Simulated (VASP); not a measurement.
Runs of VASP 6.6.1 on CdS (Greenockite). Symmetry: P6_3mc, No. 186, hexagonal system. Conventional cell: a = 4.150 Å, b = 4.150 Å, c = 6.737 Å, α = 90.00°, β = 90.00°, γ = 120.00°. Cd (site symmetry 3m) has 4 S at 2.53 to 2.54 Å as nearest neighbours. Around S (site symmetry 3m) lie 4 Cd at 2.53 to 2.54 Å. 

```tsv
task	level	smearing	gap on the mesh (eV)	pressure (GPa)	largest force (eV/Å)
single point	PBE	gaussian 0.012 eV	(a)	2.4	0.07
band structure	revTPSS	fermi-dirac 0.05 eV	1.34	1.6	0.08
band structure	TPSS	fermi-dirac 0.05 eV	1.40	2.4	0.08
band structure	MS2	fermi-dirac 0.05 eV	(b)	0.9	0.07
```

Alike in all rows: potentials or basis VASP PAW PBE potentials, release 64 (Cd, S); no spin polarisation; cell as given; k mesh 7 × 7 × 4; cutoff (eV) 520.

**Question.** Fill in the values left out.

**Answer.** (a) 1.20; (b) 1.55.

Caveats: the PAW data sets were made with another functional, which shifts forces and pressure a little (some runs).

A k mesh can miss the band edges, and the runs leave out spin-orbit coupling on Cd.
